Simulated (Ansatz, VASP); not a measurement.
# GaN in VASP and in Ansatz

File POSCAR:

```
GaN
1.0
    0.0000000000      2.1976764236      2.3021997344
    2.1976764236      0.0000000000      2.3021997344
    2.1976764236      2.1976764236      0.0000000000
Ga N
1 1
Direct
    0.0000000000      0.0000000000      0.0000000000
    0.2500000000      0.2500000000      0.2500000000
```

Contents of INCAR.step1:

```
SYSTEM = GaN
ALGO = Normal
EDIFF = 1E-4
ENCUT = 520
GGA = PE
ISMEAR = 0
LASPH = .True.
LCHARG = .False.
LREAL = .False.
LWAVE = .True.
NBANDS = 16
NELM = 100
PREC = Accurate
SIGMA = 0.01
```

The input INCAR.step2:

```
SYSTEM = GaN
ALGO = Normal
EDIFF = 1E-6
ENCUT = 520
ISIF = 2
ISMEAR = 0
ISTART = 1
LASPH = .True.
LCHARG = .False.
LMIXTAU = .True.
LREAL = .False.
LWAVE = .False.
METAGGA = R2SCAN
NBANDS = 16
NELM = 100
PREC = Accurate
SIGMA = 0.01
```

KPOINTS

```
k-points
0
Gamma
  10 10 10
  0 0 0
```

Input for Ansatz:

```yaml
crystal:
  lattice:
    - [0.0, 2.1976764236, 2.3021997344]
    - [2.1976764236, 0.0, 2.3021997344]
    - [2.1976764236, 2.1976764236, 0.0]
  atoms:
    - { symbol: Ga, position: [0.0, 0.0, 0.0] }
    - { symbol: "N", position: [0.25, 0.25, 0.25] }
kpoints:
  mp_grid: { grid: [10, 10, 10] }
  band_path:
    path:
      - [0.0, 0.0, 0.0]
      - [-0.5, -0.5, 0.0]
      - [-0.375, -0.375, 0.25]
      - [-0.375, 0.0, 0.375]
      - [0.0, 0.0, 0.5]
      - [-0.5, -0.25, 0.25]
    npoints: 1
hamiltonian:
  xc: r2scan
scf:
  occupations: { method: fixed }
  n_extra_bands: 4
output:
  forces: true
  stress: true
  eigenvalues: true
  write_density: true
  write_potential: true
  elf: true
  volumetric_format: npy
```

Change from the starting cell: epitaxial_xy strain -2.3%.

Alike in both runs: task single point; functional r2SCAN; k mesh 10 × 10 × 10; no spin polarisation.

|  | VASP | Ansatz |
| --- | --- | --- |
| version | VASP 6.6.1 | Ansatz 0.2.0 |
| potentials or method | VASP PAW PBE potentials, release 64 (Ga_d, N) | plane waves, PAW |
| plane-wave cutoff (eV) | 520 | 500 |
| occupations | gaussian, width 0.01 eV | fixed |
| valence electrons in the cell | 18 | 18 |

Ansatz gave:

| Property | Result |
| --- | --- |
| gap on the k mesh at the Fermi level (eV) | 2.23 |
| pressure (GPa) | 4.5 |
| largest component of the traceless stress (GPa) | 4.50 |

Question: What did VASP give for the same quantities?

Answer: gap on the k mesh at the Fermi level (eV): 2.22; pressure (GPa): 5.7; largest component of the traceless stress (GPa): 4.40.

Caveats: the PAW data sets were made with another functional, which shifts forces and pressure a little (VASP).
